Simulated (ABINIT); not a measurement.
GaAs:

```
CELL_PARAMETERS angstrom
0.00000 2.82685 2.82685
2.82685 0.00000 2.82685
2.82685 2.82685 0.00000
ATOMIC_POSITIONS crystal
As 0.75000 0.75000 0.75000
Ga 0.00000 0.00000 0.00000
```

Base run:

* Program: ABINIT 10.8.3 (patched build)
* Functional: AM05
* Potentials or basis: JTH PAW PBE v2.0 sp
* Cutoff: 463 eV
* k mesh: 8 × 8 × 8
* Occupations: fermi-dirac, width 0.05 eV
* Spin: no spin polarisation

Its results: band gap on the k mesh 0.52 eV, direct; pressure 0.6 GPa.

The run is repeated on the same cell with these changes: functional from AM05 to rPW86PBE. What comes out?

Band gap on the k mesh 0.36 eV, direct; pressure 6.3 GPa.

Caveats: the PAW data sets were made with another functional, which shifts forces and pressure a little; this set keeps more shells in the core, which shifts pressures and gaps.
